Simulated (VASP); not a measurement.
# Pb (P6_3/mmc) in VASP: notebook, part 2 of 2

VASP 6.6.1. Earlier steps stand in the parts before.

## 5. Single point, PBEsol

INCAR reads:

```
PREC = Normal
ENCUT = 550
EDIFF = 1E-6
ISMEAR = -1
SIGMA = 0.2
LREAL = False
LASPH = True
NELM = 100
ALGO = Normal
ISIF = 2
LWAVE = False
LCHARG = False
GGA = PS
ADDGRID = False
```

KPOINTS reads:

```
regular mesh
0
Gamma
  19 19 10
```

POSCAR reads:

```
Pb
1.0
    3.4800000000      0.0000000000      0.0000000000
   -1.7400000000      3.0137684052      0.0000000000
    0.0000000000      0.0000000000      5.5900000000
Pb
2
Direct
    0.6666666667      0.3333333333      0.7500000000
    0.3333333333      0.6666666667      0.2500000000
```

Potentials or basis: VASP PAW PBE potentials, release 64 (Pb_d).

Started as:

```bash
cat potpaw_PBE.64/Pb_d/POTCAR > POTCAR
mpirun -np 1 vasp_std > vasp.out
```

OUTCAR:

```text
PREC = Normal
   ENCUT = 550
   EDIFF = 1E-6
   ISMEAR = -1
   LREAL = False
   LASPH = True
   NELM = 100
   ISIF = 2
   GGA = PS

 Found    240 irreducible k-points:

 Following reciprocal coordinates:
            Coordinates               Weight
  0.000000  0.000000  0.000000      1.000000
  0.052632  0.000000  0.000000      6.000000
  0.105263  0.000000  0.000000      6.000000
  0.157895  0.000000  0.000000      6.000000
  0.210526 -0.000000  0.000000      6.000000
  0.263158  0.000000  0.000000      6.000000
   k-points           NKPTS =    240   k-points in BZ     NKDIM =    240   number of bands    NBANDS=     18
   number of dos      NEDOS =    301   number of ions     NIONS =      2
[... 195 lines left out ...]
     18      14.3551      0.00000

 [... further k-points ...]
[... 5 lines left out ...]
  --------------------------------------------------------------------------------------
  -------------------------------------------------------------------------------------
  Total        0.2023016      0.2023016      0.7931454      0.0000000      0.0000000      0.0000000
  in kB        5.5285221      5.5285221     21.6751680      0.0000000      0.0000000      0.0000000
  external PRESSURE =      10.9107374 kB  Pullay stress =       0.0000000 kB

 VOLUME and BASIS-vectors are now :
 -----------------------------------------------------------------------------
  energy-cutoff  :      550.00
  volume of cell :       58.63
      direct lattice vectors                 reciprocal lattice vectors
     3.480000000  0.000000000  0.000000000     0.287356322  0.165905250  0.000000000
    -1.740000000  3.013768405  0.000000000     0.000000000  0.331810500  0.000000000
     0.000000000  0.000000000  5.590000000     0.000000000  0.000000000  0.178890877

 POSITION                                       TOTAL-FORCE (eV/Angst)
 -----------------------------------------------------------------------------------
      1.74000      1.00459      4.19250        -0.000000      0.000000      0.000000
     -0.00000      2.00918      1.39750         0.000000     -0.000000      0.000000
 -----------------------------------------------------------------------------------
    total drift:                               -0.000000      0.000000      0.000000

  FREE ENERGIE OF THE ION-ELECTRON SYSTEM (eV)
  ---------------------------------------------------
  free  energy   TOTEN  =        -8.0349878069 eV

  energy  without entropy=       -7.8930548180  energy(sigma->0) =       -7.96402131
```

OSZICAR:

```text
N       E                     dE             d eps       ncg     rms          rms(c)
DAV:   1     0.284351221260E+03    0.28435E+03   -0.15183E+04  8642   0.200E+03
DAV:   2     0.108042089180E+02   -0.27355E+03   -0.27007E+03  8652   0.443E+02
DAV:   3    -0.753691525576E+01   -0.18341E+02   -0.18081E+02 10728   0.145E+02
DAV:   4    -0.805225492477E+01   -0.51534E+00   -0.51409E+00 10304   0.278E+01
DAV:   5    -0.807274120313E+01   -0.20486E-01   -0.20485E-01 10660   0.497E+00    0.868E-01
DAV:   6    -0.804313937550E+01    0.29602E-01   -0.55456E-02 11324   0.358E+00    0.405E-01
DAV:   7    -0.803550379296E+01    0.76356E-02   -0.21094E-02 11298   0.212E+00    0.128E-01
DAV:   8    -0.803499093324E+01    0.51286E-03   -0.10309E-03 11298   0.523E-01    0.130E-02
DAV:   9    -0.803498790166E+01    0.30316E-05   -0.34336E-05 11268   0.995E-02    0.619E-03
DAV:  10    -0.803498780692E+01    0.94738E-07   -0.15481E-06  7066   0.146E-02
   1 F= -.80349878E+01 E0= -.79640213E+01  d E =-.141933E+00
```

Wall time 35 s (1 thread of Intel Xeon 6975P-C (Granite Rapids), shared host); peak memory 0.31 GiB.

The run converged, but some of its settings lie outside the range that counts as converged, so its numbers aren't taken as properties of the crystal.

What came out:

```
Free energy            : -8.0350 eV
Pressure               : 1.1 GPa
Band gap on the k mesh : none (metal or under the smearing width)
```

Caveat: the PAW data sets were made with another functional, which shifts forces and pressure a little.

## 6. Single point, PBEsol

INCAR is that of step 5.

KPOINTS is that of step 5.

POSCAR reads:

```
Pb
1.0
    3.4800000000      0.0000000000      0.0000000000
   -1.7400000000      3.0137684052      0.0000000000
    0.0000000000      0.0000000000      5.5900000000
Pb
2
Direct
    0.6916670000      0.3496840000      0.7502860000
    0.3559200000      0.6835750000      0.2530120000
```

Potentials or basis: VASP PAW PBE potentials, release 64 (Pb_d).

Started as:

```bash
cat potpaw_PBE.64/Pb_d/POTCAR > POTCAR
mpirun -np 1 vasp_std > vasp.out
```

OUTCAR:

```text
PREC = Normal
   ENCUT = 550
   EDIFF = 1E-6
   ISMEAR = -1
   LREAL = False
   LASPH = True
   NELM = 100
   ISIF = 2
   GGA = PS

 Found   1806 irreducible k-points:

 Following reciprocal coordinates:
            Coordinates               Weight
  0.000000  0.000000  0.000000      1.000000
  0.052632  0.000000  0.000000      2.000000
  0.000000  0.052632  0.000000      2.000000
 -0.052632  0.052632  0.000000      2.000000
  0.105263  0.000000  0.000000      2.000000
  0.000000  0.105263  0.000000      2.000000
   k-points           NKPTS =   1806   k-points in BZ     NKDIM =   1806   number of bands    NBANDS=     18
   number of dos      NEDOS =    301   number of ions     NIONS =      2
   total plane-waves  NPLWV =  12800
   dimension x,y,z NGX =    20 NGY =   20 NGZ =   32
   dimension x,y,z NGXF=    40 NGYF=   40 NGZF=   64
   ions per type =               2
   NGX,Y,Z   is equivalent  to a cutoff of   9.55,  9.55,  9.52 a.u.
   NGXF,Y,Z  is equivalent  to a cutoff of  19.11, 19.11, 19.03 a.u.
 SYSTEM =  unknown system
   PREC   = normal    normal or accurate (medium, high low for compatibility)
   ISTART =      0    job   : 0-new  1-cont  2-samecut
   ICHARG =      2    charge: 1-file 2-atom 10-const
   ISPIN  =      1    spin polarized calculation?
   LNONCOLLINEAR =      F non collinear calculations
   LSORBIT =      F    spin-orbit coupling
   LASPH  =      T    aspherical Exc in radial PAW
   ENCUT  =  550.0 eV  40.42 Ry    6.36 a.u.   6.65  6.65 10.69*2*pi/ulx,y,z
[... 48 lines left out ...]

 E-fermi :   7.4432     XC(G=0): -10.5063

 val. band max:        7.4418419554   @ k =   0.1579   0.3158  -0.2000
 cond. band min:       7.4441967251   @ k =   0.1579  -0.4737   0.2000
 fundamental gap:      0.0023547698
 Fermi energy:         7.4431804653

 k-point     1 :       0.0000    0.0000    0.0000
  band No.  band energies     occupation
      1      -9.5731      2.00000
      2      -9.5230      2.00000
      3      -9.5088      2.00000
      4      -9.5083      2.00000
      5      -9.4838      2.00000
      6      -9.4833      2.00000
[... 103 lines left out ...]
      5      -9.4726      2.00000
      6      -9.4589      2.00000
[... 10 lines left out ...]
     17      15.1733      0.00000
     18      15.3360      0.00000

 [... further k-points ...]
[... 5 lines left out ...]
  --------------------------------------------------------------------------------------
  -------------------------------------------------------------------------------------
  Total        0.2039836      0.2059635      0.7973977      0.0056094      0.0001836     -0.0006686
  in kB        5.5744864      5.6285928     21.7913757      0.1532941      0.0050180     -0.0182718
  external PRESSURE =      10.9981516 kB  Pullay stress =       0.0000000 kB

 VOLUME and BASIS-vectors are now :
 -----------------------------------------------------------------------------
  energy-cutoff  :      550.00
  volume of cell :       58.63
      direct lattice vectors                 reciprocal lattice vectors
     3.480000000  0.000000000  0.000000000     0.287356322  0.165905250  0.000000000
    -1.740000000  3.013768405  0.000000000     0.000000000  0.331810500  0.000000000
     0.000000000  0.000000000  5.590000000     0.000000000  0.000000000  0.178890877

 POSITION                                       TOTAL-FORCE (eV/Angst)
 -----------------------------------------------------------------------------------
      1.79855      1.05387      4.19410        -0.003044      0.001077      0.038475
      0.04918      2.06014      1.41434         0.003044     -0.001077     -0.038475
 -----------------------------------------------------------------------------------
    total drift:                                0.000007     -0.000016      0.000077

  FREE ENERGIE OF THE ION-ELECTRON SYSTEM (eV)
  ---------------------------------------------------
  free  energy   TOTEN  =        -8.0347007110 eV

  energy  without entropy=       -7.8927761541  energy(sigma->0) =       -7.96373843
```

It took 4.3 min on 1 thread of Intel Xeon 6975P-C (Granite Rapids), shared host; peak memory 1.5 GiB.

The run converged, but some of its settings lie outside the range that counts as converged, so its numbers aren't taken as properties of the crystal.

Results:

| Property | Result |
| --- | --- |
| Free energy | -8.0347 eV |
| Pressure | 1.1 GPa |
| Largest force | 0.039 eV/Å |
| Band gap on the k mesh | none (metal or under the smearing width) |

Caveat: the PAW data sets were made with another functional, which shifts forces and pressure a little.
